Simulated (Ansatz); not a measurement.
# Ge (Cmcm) in Ansatz: further runs

The runs below take Ge through single point, with PBE.

Program: Ansatz 0.2.0. These are calculated values, not measurements. Logs are shortened: lines on timing, memory, paths and dates and some standing lists are left out, and cuts for length are marked.

## 1. Starting point

It takes space group Cmcm (No. 63, orthorhombic). Conventional cell: a = 2.976 Å, b = 5.189 Å, c = 4.728 Å, α = 90.00°, β = 90.00°, γ = 90.00°. Ge (site symmetry m2m) is surrounded by 12 Ge at 2.92 to 2.99 Å.

This isn't the form of Ge at room conditions, which is diamond.

## 2. Single point, PBE

The input, input.yaml:

```yaml
crystal:
  lattice:
    - [1.488052925, -2.59468961, 0.0]
    - [1.488052925, 2.59468961, 0.0]
    - [0.0, 0.0, 4.72759579]
  atoms:
    - { symbol: Ge, position: [0.33344663, 0.66655337, 0.25] }
    - { symbol: Ge, position: [0.66655337, 0.33344663, 0.75] }
hamiltonian:
  xc: pbe
  pseudopotentials: { kind: paw }
kpoints:
  mp_grid: { grid: [10, 10, 6] }
scf:
  occupations: { method: gaussian, width: 0.013 }
output:
  forces: true
  stress: true
  eigenvalues: true
```

Potentials or basis: Ansatz PAW.

Command:

```sh
$ ansatz run input.yaml --threads 2 --pin off --max-ram 5632MiB --backend cpu --events-out ev --progress --plain --runs-dir out
```

What it wrote:

```text
Warning: RAYON_NUM_THREADS=2 ignored (pool sized by the plan → 2); use --threads N
Engine: ansatz 0.2.0, aarch64-unknown-linux-gnu
Pseudopotentials: kind: paw
Pseudopotential: Ge, paw, valence charge 14, recommended cutoff 420 eV (normal), Ge.paw.azcp
Functional definition: PBE
  parameter kappa = 0.804
  parameter beta = 0.06672455060314922
  exchange = pbe_x(kappa = kappa, mu = beta*pi^2/3)
  correlation = pbe_c(beta = beta)
Crystal: 2 atoms, lattice volume = 36.507 Å³
Basis set: ecut = 420 eV, 695 PW (Γ), exchange–correlation on 40×40×64 points (8 copies of the dense FFT grid, shifted against one another)
Bands: 18, of which v1, the nominal top of the filled ones, is band 14 counted from 1 (13 counted from 0)
Symmetry: 8 space group operations
Space group: Cmcm (ITA 63), of the structure as read, at distance tolerance 3.3e-5 Å
k-points: 124 of 600
Non-local potential: Ge, projectors of the file, l = 0: 2, l = 1: 2, l = 2: 3, l = 3: 1
PAW form: soft (Blöchl's): semilocal exchange-correlation on the pseudo side does not see the compensation charge
PAW one-centre angular grid: Ge, 590 points (default); XC on 64 Gauss nodes
Initial density: superposition of atomic densities (neutral atoms: chi_scale 0, normalization atom), corrected by the library's trained network
Initial wavefunctions: pseudopotential atomic-orbital guess
Functional: x = pbe(κ = 0.804, μ = 0.2195149727645171), c = pbe(β = 0.06672455060314922)
SCF iter   1: F=—  HF=-8589.293831 eV  |F-HF|=—  |Δ(HF+E_count)|=         —  Δρ=1.43e-3  dr2=4.44e-4  ethr=1.77e-3  ⟨swp⟩=5.5  Hψ=9357  notcnv=0
preconditioner: auto → none  [insulator: Δε(μ)=0.031 eV  Ē_g=23.192 eV  σ=0.013 eV  W_gap=0.91  n_scr=8 (ndim 8)  ℏωp=32.5 eV  f_vac=0.000  D(μ)=1.09/eV (n_scr^D=2)  ε∞_Penn≈3.0]
SCF iter   2: F=—  HF=-8589.293561 eV  |F-HF|=—  |Δ(HF+E_count)|=   2.70e-4  Δρ=7.08e-4  dr2=9.80e-5  ethr=1.58e-6  ⟨swp⟩=2.0  Hψ=4012  notcnv=0  defer=6
SCF iter   3: F=—  HF=-8589.293709 eV  |F-HF|=—  |Δ(HF+E_count)|=   1.48e-4  Δρ=7.16e-5  dr2=8.15e-7  ethr=3.50e-7  ⟨swp⟩=2.0  Hψ=2678  notcnv=0  defer=6
SCF iter   4: F=—  HF=-8589.293709 eV  |F-HF|=—  |Δ(HF+E_count)|=   3.08e-7  Δρ=1.79e-5  dr2=7.92e-8  ethr=2.91e-9  ⟨swp⟩=2.0  Hψ=3918  notcnv=0  defer=6
iter 5 did not close the SCF: its close was put off for the readings that it lacked (scf_convergence_deferred on its scf_iter line)
SCF iter   5: F=-8589.293709 eV  HF=-8589.293709 eV  |F-HF|=9.75e-10  |Δ(HF+E_count)|=   6.86e-9  Δρ=5.42e-6  dr2=5.74e-9  ethr=2.83e-10  ⟨swp⟩=2.0  Hψ=3918  notcnv=0  defer=6
SCF iter   6: F=-8589.293709 eV  HF=-8589.293709 eV  |F-HF|=1.66e-10  |Δ(HF+E_count)|=   2.70e-9  Δρ=1.11e-6  dr2=2.52e-10  ethr=2.05e-11  ⟨swp⟩=1.8  Hψ=7107  notcnv=0
SCF 1 converged in 6 iterations: F = -8589.293709 eV  dr2 = 2.52e-10
SCF converged after 6 iterations
Free energy (F): -8589.293709 eV
Harris-Foulkes:  -8589.293709 eV  (|F-HF|=1.66e-10)
Internal energy: -8589.293611 eV  (E = F + TS)
E sigma→0 (E₀):  -8589.293660 eV
Entropy (-TS):   -0.000098 eV (-0.049 meV/atom)
Fermi energy:    11.511109 eV
--- Per-component energies (eV) ---
  E_band       = -212.403039
  E_kinetic    = 221.339763
  E_local      = -4200.594153  (includes V_loc(G=0)·N_el)
  E_nonlocal   = 830.138206
  E_hartree    = 1839.160349
  E_xc         = -151.818596
  E_vxc        = -129.853127  (∫ρ·V_xc dr)
  E_paw        = -4032.106970  (= ΣΔE_a)
  E_vpaw       = -611.754268  (= ΣTr[D̂ρ^β])
  E_aug_tail   = 0.000625  (compensation charges beyond the density's cutoff)
  E_ewald      = -3095.412836
  E_smearing   = -0.000098  (= −TS)
  E_closure    = 0.000000  (closes the sum)
  Σ components = -8589.293709   (vs F -8589.293709, Δ=0.00e0)
--- Forces (eV/Å), atoms counted from 1 ---
  atom   1  Ge     0.00000000     0.01680702     0.00000000
  atom   2  Ge     0.00000000    -0.01680702     0.00000000
  max |Σ_I F_I| component: 0.00e0 eV/Å
--- Stress (GPa, compression-positive) ---
        3.140481       0.000000       0.000000
        0.000000       4.407726       0.000000
        0.000000       0.000000       5.437193
  P = ⅓ Tr σ = 4.3285 GPa (43.285 kbar)
--- Band table (eV; the first three rows and the last of 124) ---
  k-point 0: bands = ["-13.1300", "-13.1193", "-13.1176", "-13.1156", "-13.1100", "-13.1069", "-13.0975", "-13.0970", "-13.0230", "-13.0227", "-1.8389", "4.0568", "5.9957", "18.1387", "18.2531", "20.2189", "20.3373", "21.6496"]
  k-point 1: bands = ["-13.1288", "-13.1249", "-13.1219", "-13.1179", "-13.1130", "-13.1099", "-13.0862", "-13.0852", "-13.0256", "-13.0252", "-1.6527", "2.7460", "7.6678", "18.2852", "18.3993", "19.8876", "20.1424", "20.2583"]
  k-point 2: bands = ["-13.1295", "-13.1262", "-13.1252", "-13.1207", "-13.1187", "-13.1171", "-13.0666", "-13.0657", "-13.0338", "-13.0332", "-1.0935", "1.1337", "10.3556", "16.6900", "18.6993", "18.8120", "19.8356", "19.9474"]
  k-point 123: bands = ["-13.1548", "-13.1548", "-13.1360", "-13.1360", "-13.0736", "-13.0736", "-13.0227", "-13.0227", "-13.0184", "-13.0184", "4.4668", "4.4668", "6.5739", "6.5739", "15.7861", "15.7861", "16.6253", "16.6253"]
```

It took 1.8 s on 2 threads of Arm Neoverse V2, shared host; peak memory 0.33 GiB.

Results:

| Item | Value |
| --- | --- |
| Free energy | -8589.2937 eV |
| Pressure | 4.3 GPa |
| Largest force | 0.017 eV/Å |
| Band gap on the k mesh | none (metal or under the smearing width) |

Forces in eV/Å, atoms in the order of the input:
```
Ge   0.000  0.017  0.000
Ge   0.000 -0.017  0.000
```

Stress tensor (GPa, compression positive):
```
3.14 0.00 0.00
0.00 4.41 0.00
0.00 0.00 5.44
```

## 3. Single point, PBE

Changes to input.yaml since step 2:

```diff
@@ -14,3 +14,3 @@
 scf:
-  occupations: { method: gaussian, width: 0.013 }
+  occupations: { method: gaussian, width: 0.014 }
 output:
```

Potentials or basis: Ansatz PAW.

Command:

```sh
$ ansatz run input.yaml --threads 2 --pin off --max-ram 5632MiB --backend cpu --events-out ev --progress --plain --runs-dir out
```

Run time: 1.8 s. Hardware: 2 threads of Arm Neoverse V2, shared host; peak memory 0.34 GiB.

Results (log left out):

```
Free energy            : -8589.2937 eV
Pressure               : 4.3 GPa
Largest force          : 0.016 eV/Å
Band gap on the k mesh : none (metal or under the smearing width)
```

Forces on the atoms (eV/Å):
```
Ge   0.000  0.016  0.000
Ge   0.000 -0.016  0.000
```

Stress tensor (GPa, compression positive):
```
3.14 0.00 0.00
0.00 4.40 0.00
0.00 0.00 5.44
```

Levels at points of the mesh, in eV from the Fermi level:
```tsv
k point	band 10	band 11	band 12	band 13	band 14	band 15	band 16	band 17	band 18
(0.00, 0.00, 0.00)	-24.53	-13.35	-7.45	-5.52	6.63	6.74	8.71	8.83	10.14
(0.00, 0.00, -0.50)	-24.56	-11.67	-11.67	1.90	1.90	7.77	7.77	7.88	7.88
(0.00, -0.50, 0.00)	-24.52	-8.42	-7.09	-2.25	-1.24	-0.87	1.45	2.46	6.43
(0.00, -0.50, -0.50)	-24.53	-6.97	-6.97	-4.91	-4.91	4.12	4.12	5.09	5.09
(-0.50, -0.50, 0.00)	-24.52	-8.49	-7.13	-2.29	-1.27	-0.93	1.42	2.61	6.57
(-0.50, -0.50, -0.50)	-24.53	-7.04	-7.04	-4.94	-4.94	4.27	4.27	5.11	5.11
```

## 4. Single point, PBE

Changes to input.yaml since step 3:

```diff
@@ -14,3 +14,3 @@
 scf:
-  occupations: { method: gaussian, width: 0.014 }
+  occupations: { method: gaussian, width: 0.015 }
 output:
@@ -19 +19,5 @@
   eigenvalues: true
+  write_density: true
+  write_potential: true
+  elf: true
+  volumetric_format: npy
```

Command:

```sh
$ ansatz run input.yaml --threads 2 --pin off --max-ram 5632MiB --backend cpu --events-out ev --progress --plain --runs-dir out
```

Wall time 2.4 s (2 threads of Arm Neoverse V2, shared host); peak memory 0.34 GiB.

The run converged. Its results:

| Property | Result |
| --- | --- |
| Free energy | -8589.2937 eV |
| Pressure | 4.3 GPa |
| Largest force | 0.016 eV/Å |
| Band gap on the k mesh | none (metal or under the smearing width) |

Forces on the atoms (eV/Å):
```
Ge   0.000  0.016  0.000
Ge   0.000 -0.016  0.000
```

Stress tensor (GPa, compression positive):
```
3.14 0.00 0.00
0.00 4.40 0.00
0.00 0.00 5.44
```

Levels at points of the mesh, in eV from the Fermi level:
| k point | band 12 | band 13 | band 14 | band 15 | band 16 | band 17 |
| --- | --- | --- | --- | --- | --- | --- |
| (0.00, 0.00, 0.00) | -7.45 | -5.52 | 6.63 | 6.74 | 8.71 | 8.83 |
| (0.00, 0.00, -0.50) | -11.67 | 1.90 | 1.90 | 7.77 | 7.77 | 7.88 |
| (0.00, -0.50, 0.00) | -7.09 | -2.25 | -1.24 | -0.87 | 1.45 | 2.46 |
| (0.00, -0.50, -0.50) | -6.97 | -4.91 | -4.91 | 4.12 | 4.12 | 5.09 |
| (-0.50, -0.50, 0.00) | -7.13 | -2.29 | -1.27 | -0.93 | 1.42 | 2.61 |
| (-0.50, -0.50, -0.50) | -7.04 | -4.94 | -4.94 | 4.27 | 4.27 | 5.11 |

## 5. Single point, PBE

Changes to input.yaml since step 4:

```diff
@@ -14,3 +14,3 @@
 scf:
-  occupations: { method: gaussian, width: 0.015 }
+  occupations: { method: gaussian, width: 0.016 }
 output:
```

Command:

```sh
$ ansatz run input.yaml --threads 2 --pin off --max-ram 5632MiB --backend cpu --events-out ev --progress --plain --runs-dir out
```

Wall time 2.4 s (2 threads of Arm Neoverse V2, shared host); peak memory 0.34 GiB.

Results (log left out):

| Quantity | Value |
| --- | --- |
| Free energy | -8589.2937 eV |
| Pressure | 4.3 GPa |
| Largest force | 0.015 eV/Å |
| Band gap on the k mesh | none (metal or under the smearing width) |

Forces in eV/Å, atoms in the order of the input:
```
Ge   0.000  0.015  0.000
Ge   0.000 -0.015  0.000
```

Stress tensor (GPa, compression positive):
```
3.14 0.00 0.00
0.00 4.39 0.00
0.00 0.00 5.45
```

Levels at points of the mesh, in eV from the Fermi level:
```csv
k point,band 10,band 11,band 12,band 13,band 14,band 15,band 16,band 17,band 18
"(0.00, 0.00, 0.00)",-24.53,-13.35,-7.45,-5.52,6.63,6.74,8.71,8.83,10.14
"(0.00, 0.00, -0.50)",-24.56,-11.67,-11.67,1.90,1.90,7.77,7.77,7.88,7.88
"(0.00, -0.50, 0.00)",-24.52,-8.42,-7.09,-2.25,-1.24,-0.87,1.45,2.46,6.43
"(0.00, -0.50, -0.50)",-24.53,-6.97,-6.97,-4.91,-4.91,4.12,4.12,5.09,5.09
"(-0.50, -0.50, 0.00)",-24.52,-8.49,-7.13,-2.29,-1.27,-0.93,1.42,2.61,6.57
"(-0.50, -0.50, -0.50)",-24.53,-7.04,-7.04,-4.94,-4.94,4.27,4.27,5.11,5.11
```

## 6. Single point, PBE

Changes to input.yaml since step 5:

```diff
@@ -14,3 +14,3 @@
 scf:
-  occupations: { method: gaussian, width: 0.016 }
+  occupations: { method: gaussian, width: 0.017 }
 output:
@@ -19,5 +19 @@
   eigenvalues: true
-  write_density: true
-  write_potential: true
-  elf: true
-  volumetric_format: npy
```

Potentials or basis: Ansatz PAW.

Command:

```sh
$ ansatz run input.yaml --threads 2 --pin off --max-ram 5632MiB --backend cpu --events-out ev --progress --plain --runs-dir out
```

Run time: 1.8 s. Hardware: 2 threads of Arm Neoverse V2, shared host; peak memory 0.34 GiB.

Results (log left out):

```yaml
Free_energy: -8589.2938 eV
Pressure: 4.3 GPa
Largest_force: 0.015 eV/Å
Band_gap_on_the_k_mesh: none (metal or under the smearing width)
```

Forces on the atoms (eV/Å):
```
Ge   0.000  0.015  0.000
Ge   0.000 -0.015  0.000
```

Stress tensor (GPa, compression positive):
```
3.14 0.00 0.00
0.00 4.39 0.00
0.00 0.00 5.45
```

Levels at points of the mesh, in eV from the Fermi level:
```csv
k point,band 11,band 12,band 13,band 14,band 15,band 16,band 17,band 18
"(0.00, 0.00, 0.00)",-13.35,-7.45,-5.52,6.63,6.74,8.71,8.83,10.14
"(0.00, 0.00, -0.50)",-11.67,-11.67,1.90,1.90,7.77,7.77,7.88,7.88
"(0.00, -0.50, 0.00)",-8.42,-7.09,-2.25,-1.24,-0.87,1.45,2.46,6.43
"(0.00, -0.50, -0.50)",-6.97,-6.97,-4.91,-4.91,4.12,4.12,5.09,5.09
"(-0.50, -0.50, 0.00)",-8.49,-7.13,-2.29,-1.27,-0.93,1.42,2.61,6.57
"(-0.50, -0.50, -0.50)",-7.04,-7.04,-4.94,-4.94,4.27,4.27,5.11,5.11
```

## 7. Summary

| smearing | gap on the mesh (eV) | pressure (GPa) | largest force (eV/Å) |
| --- | --- | --- | --- |
| gaussian 0.013 eV | none | 4.3 | 0.02 |
| gaussian 0.014 eV | none | 4.3 | 0.02 |
| gaussian 0.015 eV | none | 4.3 | 0.02 |
| gaussian 0.016 eV | none | 4.3 | 0.02 |
| gaussian 0.017 eV | none | 4.3 | 0.01 |

Alike in all rows: task single point; level PBE; potentials or basis Ansatz PAW; no spin polarisation; cell as given; k mesh 10 × 10 × 6; cutoff (eV) 420.

Every run on the cell as given and a fine mesh finds a metal.

Absolute energies hang on the potentials; compare differences alone.
